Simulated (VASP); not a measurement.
A run of VASP 6.6.1:

The input INCAR:

```
PREC     = Accurate       # precision mode
ENCUT    = 600            # plane-wave cutoff, eV
EDIFF    = 1E-6           # SCF threshold, eV
ISMEAR   = 0              # smearing method
SIGMA    = 0.03           # smearing width, eV
LREAL    = F              # projectors in reciprocal space
LASPH    = T              # aspherical terms in the spheres
NELM     = 80             # most SCF steps
ALGO     = Normal         # electronic algorithm
ISIF     = 3              # what is computed and relaxed
LWAVE    = F              # write WAVECAR
LCHARG   = F              # write CHGCAR
METAGGA  = R2SCAN         # meta-GGA
LMIXTAU  = T            
IBRION   = 2              # ionic algorithm
NSW      = 90             # ionic steps
EDIFFG   = -0.01          # ionic threshold
```

Contents of KPOINTS:

```
regular mesh
0
Gamma
  8 8 8
```

Contents of POSCAR:

```
GaP
1.0
    0.0000000000      2.7252500000      2.7252500000
    2.7252500000      0.0000000000      2.7252500000
    2.7252500000      2.7252500000      0.0000000000
Ga P
1 1
Direct
    0.0000000000      0.0000000000      0.0000000000
    0.2500000000      0.2500000000      0.2500000000
```

Potentials or basis: VASP PAW PBE potentials, release 64 (Ga_d, P).

Run with:

```console
$ cat potpaw_PBE.64/Ga_d/POTCAR potpaw_PBE.64/P/POTCAR > POTCAR
$ mpirun -np 1 vasp_std > vasp.out
```

Hardware: 1 thread of Intel(R) Xeon(R) 6975P-C (Granite Rapids), with other jobs on the host.

Q: How long does it take, and how much memory?

A: Run time: 34 s on 1 thread of Intel(R) Xeon(R) 6975P-C (Granite Rapids) (shared host), peak memory 0.19 GiB. Counts: scf iterations 17, k points 29, ion steps 1.
